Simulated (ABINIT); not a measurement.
PtS2:

```xyz
3
Lattice="3.5432 0.0000 0.0000 -1.7716 3.0685 0.0000 0.0000 0.0000 5.0388" Properties=species:S:1:pos:R:3 pbc="T T T"
Pt    0.0000    0.0000    0.0000
S     1.7716    1.0228    3.8950
S     0.0000    2.0457    1.1438
```

```yaml
Program: ABINIT 10.8.3 (patched build)
Task: relaxation of cell and atoms
Functional: LDA
Potentials_or_basis: JTH PAW LDA v2.0
Cutoff: 544 eV
k_mesh: 9 × 9 × 5
Occupations: fermi-dirac, width 0.05 eV
Spin: no spin polarisation
```

At the start: pressure 4.2 GPa; volume 18.26 Å³/atom.

Task: Where does the relaxation end?

Result: Over 11 steps the energy falls by 35.3 meV/atom and the volume is 16.60 Å³/atom (-9.1 %); space group P-3m1 (No. 164, to 0.05 Å).

Step by step:
```tsv
step	energy change (eV)	largest force (eV/Å)	pressure (GPa)	volume (Å³)
1	0.0000	0.8749	4.16	54.78
2	-0.0247	0.5564	1.30	55.48
3	-0.0415	0.2395	-0.77	55.65
4	-0.0513	0.0467	-1.44	55.19
5	-0.0584	0.0617	-0.90	54.20
6	-0.0644	0.0490	-0.27	53.46
7	-0.0898	0.0964	2.27	50.23
8	-0.0947	0.0689	3.13	48.35
9	-0.1041	0.1350	-0.41	49.74
10	-0.1058	0.0168	0.04	49.88
11	-0.1058	0.0018	0.01	49.79
```

Final structure:
```cif
data_structure
_symmetry_space_group_name_H-M 'P 1'
_symmetry_Int_Tables_number 1
_cell_length_a 3.5647
_cell_length_b 3.5647
_cell_length_c 4.5242
_cell_angle_alpha 90.000
_cell_angle_beta 90.000
_cell_angle_gamma 120.000
_cell_volume 49.79
loop_
_atom_site_label
_atom_site_type_symbol
_atom_site_fract_x
_atom_site_fract_y
_atom_site_fract_z
_atom_site_occupancy
Pt1 Pt 0.00000 0.00000 0.00000 1
S1 S 0.66667 0.33333 0.73682 1
S2 S 0.33333 0.66667 0.26318 1
```
